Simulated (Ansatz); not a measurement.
# ZnTe: response to strain

The reference is ZnTe in the zinc blende structure (space group F-43m, No. 216; a = 6.1791 Å). Axes: x, y, z lie along the cube axes.

Strains are applied to the cell and any free atomic positions relax; under biaxial strain the out-of-plane vector relaxes too; under stress the whole cell relaxes.

The values are results of plane-wave PAW DFT at the PBE level (Ansatz, a first-principles code, 420 eV), no SOC, not measurements.

Candidates:
(a) tensor shear ε_yz = +3.32 %
(b) uniaxial stress, 3 GPa compression along x
(c) isotropic strain +1.36 %
(d) tensor shear ε_yz = +2.68 %
(e) biaxial strain +2.56 %, plane normal [001], relaxed out of plane

Notes on the quantities. energy relative to the base: free energy F.

Task: Order them by energy relative to the base, highest first.

Result: (b) uniaxial stress, 3 GPa compression along x (+30 meV/atom), (a) tensor shear ε_yz = +3.32 % (+12 meV/atom), (d) tensor shear ε_yz = +2.68 % (+7.9 meV/atom), (e) biaxial strain +2.56 %, plane normal [001], relaxed out of plane (+6.9 meV/atom), (c) isotropic strain +1.36 % (+6.3 meV/atom)

Stability under load was not tested beyond the relaxation.
